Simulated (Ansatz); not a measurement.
**CuO: how settings move the results**

Aim, for CuO: see how the plane-wave cutoff moves the results.

Method: DFT PBEsol, scalar-relativistic, plane waves, PAW, in Ansatz 0.2.0.

1 further run of the same task is left out (set aside as unsound or not needed). Runs told in other sessions of the task aren't counted.

## (1) Starting point

Symmetry: Cccm, No. 66, orthorhombic system. The conventional cell has a = 3.982 Å, b = 4.307 Å, c = 5.156 Å, α = 90.00°, β = 90.00°, γ = 90.00°. Around Cu (site symmetry 2/m) lie 4 O at 1.95 Å. Around O (site symmetry 222) lie 4 Cu at 1.95 Å.

Structure file:

```
Cu O
1.0
     1.99097   -2.15355    0.00000
     1.99097    2.15355    0.00000
     0.00000    0.00000    5.15593
Cu O
2 2
Cartesian
  0.9955 1.0768 0.0000
  0.9955 -1.0768 2.5780
  1.9910 0.0000 1.2890
  1.9910 0.0000 3.8669
```

The structure comes from the Materials Project (structure only); it is used as listed.

## (2) The base input

Contents of input.yaml:

```yaml
crystal:
  lattice:
    - [1.990968, -2.15355, 0.0]
    - [1.990968, 2.15355, 0.0]
    - [0.0, 0.0, 5.155928]
  atoms:
    - { symbol: Cu, position: [0.0, 0.5, 0.0] }
    - { symbol: Cu, position: [0.5, 0.0, 0.5] }
    - { symbol: O, position: [0.5, 0.5, 0.25] }
    - { symbol: O, position: [0.5, 0.5, 0.75] }
basis:
  ecutwfc: 420
kpoints:
  mp_grid: { grid: [14, 14, 8] }
hamiltonian:
  xc: pbesol
scf:
  occupations: { method: gaussian, width: 0.1 }
output:
  forces: true
  stress: true
  eigenvalues: true
  populations: true
  write_density: true
  write_potential: true
  elf: true
  volumetric_format: npy
```

Its results, from an earlier run: -3574.1289 eV/atom at zero smearing, pressure -6.05 GPa, largest force 0.000 eV/Å, no gap on the mesh, in 7 SCF cycles and 25 s.

## (3) Plane-wave cutoff set to 150 eV

Contents of input.yaml:

```yaml
crystal:
  lattice:
    - [1.990968, -2.15355, 0.0]
    - [1.990968, 2.15355, 0.0]
    - [0.0, 0.0, 5.155928]
  atoms:
    - { symbol: Cu, position: [0.0, 0.5, 0.0] }
    - { symbol: Cu, position: [0.5, 0.0, 0.5] }
    - { symbol: O, position: [0.5, 0.5, 0.25] }
    - { symbol: O, position: [0.5, 0.5, 0.75] }
basis:
  ecutwfc: 150
kpoints:
  mp_grid: { grid: [14, 14, 8] }
hamiltonian:
  xc: pbesol
scf:
  occupations: { method: gaussian, width: 0.1 }
output:
  forces: true
  stress: true
  eigenvalues: true
```

Command:

```console
$ ansatz run input.yaml --threads 1 --pin off --max-ram 2560MiB --backend cpu --events-out ev --progress --plain --runs-dir out
```

## (4) Plane-wave cutoff: 200 eV

Changes to input.yaml since step 3:

```diff
@@ -11,3 +11,3 @@
 basis:
-  ecutwfc: 150
+  ecutwfc: 200
 kpoints:
```

## (5) Plane-wave cutoff set to 250 eV

Changes to input.yaml since step 4:

```diff
@@ -11,3 +11,3 @@
 basis:
-  ecutwfc: 200
+  ecutwfc: 250
 kpoints:
```

## (6) Plane-wave cutoff set to 300 eV

Changes to input.yaml since step 5:

```diff
@@ -11,3 +11,3 @@
 basis:
-  ecutwfc: 250
+  ecutwfc: 300
 kpoints:
```

## (7) Plane-wave cutoff: 350 eV

Changes to input.yaml since step 6:

```diff
@@ -11,3 +11,3 @@
 basis:
-  ecutwfc: 300
+  ecutwfc: 350
 kpoints:
```

## (8) Plane-wave cutoff: 380 eV

Changes to input.yaml since step 7:

```diff
@@ -11,3 +11,3 @@
 basis:
-  ecutwfc: 350
+  ecutwfc: 380
 kpoints:
```

## (9) Plane-wave cutoff: 460 eV

Changes to input.yaml since step 8:

```diff
@@ -11,3 +11,3 @@
 basis:
-  ecutwfc: 380
+  ecutwfc: 460
 kpoints:
```

## (10) Plane-wave cutoff set to 520 eV

Changes to input.yaml since step 9:

```diff
@@ -11,3 +11,3 @@
 basis:
-  ecutwfc: 460
+  ecutwfc: 520
 kpoints:
```

## (11) Plane-wave cutoff set to 600 eV

Changes to input.yaml since step 10:

```diff
@@ -11,3 +11,3 @@
 basis:
-  ecutwfc: 520
+  ecutwfc: 600
 kpoints:
```

## (12) Plane-wave cutoff set to 700 eV

Changes to input.yaml since step 11:

```diff
@@ -11,3 +11,3 @@
 basis:
-  ecutwfc: 600
+  ecutwfc: 700
 kpoints:
```

## (13) Plane-wave cutoff: 850 eV

Changes to input.yaml since step 12:

```diff
@@ -11,3 +11,3 @@
 basis:
-  ecutwfc: 700
+  ecutwfc: 850
 kpoints:
```

(Steps that only read results are left out.)

**Question.** What does this series show?

**Answer**, as computed:

```
                                                  quantity                        value
plane-wave cutoff: within 10 and 1 meV/atom of 850 eV from  420 eV for 10; 520 eV for 1
```

In words: In the sweep of the plane-wave cutoff, 520 eV already comes within 1 meV/atom of the reference, and so do all later runs, at about 0.46 of the reference's time. The reference is only the best run made, not a proven limit. Much of this error cancels in differences between similar cells. The pressure is off by up to 54.5 GPa. In some runs cutoff or mesh lie under the advised values, so their numbers carry a basis error. The final runs have no spin polarisation, so a magnetic state may lie lower.
